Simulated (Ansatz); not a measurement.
A run of Ansatz 0.2.0:

Contents of input.yaml:

```yaml
crystal:
  lattice:
    - [3.798, 0.0, 0.0]
    - [-1.899, 3.2891644836, 0.0]
    - [0.0, 0.0, 6.192]
  atoms:
    - { symbol: Zr, position: [0.0, 0.0, 0.0] }
    - { symbol: Se, position: [0.6666666667, 0.3333333333, 0.75] }
    - { symbol: Se, position: [0.3333333333, 0.6666666667, 0.25] }
kpoints:
  mp_grid: { grid: [6, 6, 4] }
  band_path:
    path:
      - [0.0, 0.0, 0.0]
      - [0.5, 0.0, 0.0]
      - [0.3333333333, 0.3333333333, 0.0]
      - [0.0, 0.0, 0.0]
      - [0.0, 0.0, 0.5]
      - [0.5, 0.0, 0.5]
      - [0.3333333333, 0.3333333333, 0.5]
      - [0.0, 0.0, 0.5]
    npoints: 12
scf:
  occupations: { method: fermi_dirac, width: 0.05 }
hamiltonian:
  xc: pbesol
  pseudopotentials: { kind: all_electron, lapw: { basis_error: 0.002 } }
output:
  forces: true
  stress: true
  eigenvalues: true
```

Potentials or basis: all-electron LAPW, scalar-relativistic.

Launch:

```console
$ ansatz run input.yaml --threads 2 --pin off --max-ram 8192MiB --backend cpu --events-out ev --progress --plain --runs-dir out
```

Hardware: 2 threads of Intel(R) Xeon(R) 6975P-C (Granite Rapids) (shared host).

Estimate the wall time of this run.

Wall time 7.5 s on 2 threads of Intel(R) Xeon(R) 6975P-C (Granite Rapids), on a shared host, peak memory 0.36 GiB. Counts: scf iterations 9, plane waves 549, k points 24, bands 46.
